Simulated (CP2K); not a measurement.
Write the native input for CP2K 2026.2 that does the following.

| Item | Value |
| --- | --- |
| Task | single point |
| Functional | PBEsol |
| Potentials or basis | POTENTIAL_UZH Al GTH-PBE-q3; TZVP-MOLOPT-PBE-GTH basis |
| Density cutoff | 6123 eV |
| k mesh | 11 × 11 × 11 |
| Occupations | fermi-dirac, width 0.05 eV |
| Spin | no spin polarisation |
| SCF solver | diagonalisation with k points |
| Quickstep method | GPW |
| EPS_DEFAULT | 1.0E-10 |
| EPS_SCF | 1.0E-6 |
| MAX_SCF | 100 |
| SCF_GUESS | ATOMIC |
| k points reduced by the point group | yes |
| Mesh centred on Gamma | yes |
| CHOLESKY | OFF |
| EPS_EIGVAL | 1.0E-7 |
| MIXING METHOD | BROYDEN_MIXING |
| MIXING ALPHA | 0.4 |
| NBUFFER | 8 |
| NGRIDS | 5 |
| Basis sets | Al TZVP-MOLOPT-PBE-GTH-q3 |
| Potentials | Al GTH-PBE-q3 of POTENTIAL_UZH |
| ADDED_MOS | [8] |
| REL_CUTOFF (Ry) | 60 Ry |
| MIXING BETA (1/bohr) | 1.5 1/bohr |
| CUTOFF of the grids | 450 Ry |

Crystal: Al.

```
CELL_PARAMETERS angstrom
2.86351 0.00000 0.00000
1.43175 2.47987 0.00000
1.43175 0.82662 2.33804
ATOMIC_POSITIONS crystal
Al 0.00000 0.00000 0.00000
```

These files were run (other wordings do the same):

al_scf.inp

```
&GLOBAL
  PROJECT al_scf
  RUN_TYPE ENERGY_FORCE
  PRINT_LEVEL LOW
&END GLOBAL
&FORCE_EVAL
  METHOD QS
  STRESS_TENSOR ANALYTICAL
  &DFT
    BASIS_SET_FILE_NAME BASIS_MOLOPT_UZH
    POTENTIAL_FILE_NAME POTENTIAL_UZH
    &MGRID
      CUTOFF 450
      REL_CUTOFF 60
      NGRIDS 5
    &END MGRID
    &QS
      METHOD GPW
      EPS_DEFAULT 1.0E-10
    &END QS
    &KPOINTS
      SCHEME MONKHORST-PACK 11 11 11
      GAMMA_CENTERED T
      SYMMETRY T
      SYMMETRY_BACKEND SPGLIB
    &END KPOINTS
    &SCF
      SCF_GUESS ATOMIC
      EPS_SCF 1.0E-6
      MAX_SCF 100
      ADDED_MOS 8
      CHOLESKY OFF
      EPS_EIGVAL 1.0E-7
      &DIAGONALIZATION ON
        ALGORITHM STANDARD
      &END DIAGONALIZATION
      &MIXING ON
        METHOD BROYDEN_MIXING
        ALPHA 0.4
        BETA 1.5
        NBUFFER 8
      &END MIXING
      &SMEAR ON
        METHOD FERMI_DIRAC
        ELECTRONIC_TEMPERATURE [K] 580.226
      &END SMEAR
    &END SCF
    &XC
      &XC_FUNCTIONAL
        &GGA_X_PBE_SOL
        &END GGA_X_PBE_SOL
        &GGA_C_PBE_SOL
        &END GGA_C_PBE_SOL
      &END XC_FUNCTIONAL
    &END XC
    &PRINT
      &KPOINTS ON
      &END KPOINTS
      &MULLIKEN ON
      &END MULLIKEN
      &MO ON
        ENERGIES T
        OCCUPATION_NUMBERS T
        &EACH
          QS_SCF 0
        &END EACH
        ADD_LAST NUMERIC
      &END MO
      &LOWDIN ON
      &END LOWDIN
      &HIRSHFELD ON
        SHAPE_FUNCTION DENSITY
      &END HIRSHFELD
      &E_DENSITY_CUBE ON
        STRIDE 1
      &END E_DENSITY_CUBE
      &V_HARTREE_CUBE ON
        STRIDE 1
      &END V_HARTREE_CUBE
      &ELF_CUBE ON
        STRIDE 1
      &END ELF_CUBE
    &END PRINT
  &END DFT
  &SUBSYS
    &CELL
      A 2.8635066922 0.0000000000 0.0000000000
      B 1.4317533461 2.4798695393 0.0000000000
      C 1.4317533461 0.8266231798 2.3380434236
      PERIODIC XYZ
    &END CELL
    &COORD
      Al  0.0000000000 0.0000000000 0.0000000000
    &END COORD
    &KIND Al
      BASIS_SET TZVP-MOLOPT-PBE-GTH-q3
      POTENTIAL GTH-PBE-q3
    &END KIND
    &PRINT
      &ATOMIC_COORDINATES ON
      &END ATOMIC_COORDINATES
      &CELL ON
      &END CELL
    &END PRINT
  &END SUBSYS
  &PRINT
    &FORCES ON
    &END FORCES
    &STRESS_TENSOR ON
    &END STRESS_TENSOR
  &END PRINT
&END FORCE_EVAL
```

Potentials or basis: POTENTIAL_UZH Al GTH-PBE-q3; TZVP-MOLOPT-PBE-GTH basis.

Run with:

```console
$ OMP_NUM_THREADS=1 cp2k.psmp -i al_scf.inp -o al_scf.out
```

Results of the run:

```yaml
Pressure: -0.7 GPa
Band_gap_on_the_k_mesh: none (metal or under the smearing width)
```

Caveat: the potentials were made for another functional, which shifts forces and pressure; the basis of atomic orbitals isn't converged, which shifts pressures, moduli and gaps.

Wall time 47 s on 1 thread of Arm Neoverse V1, with other jobs on the host, peak memory 0.23 GiB.
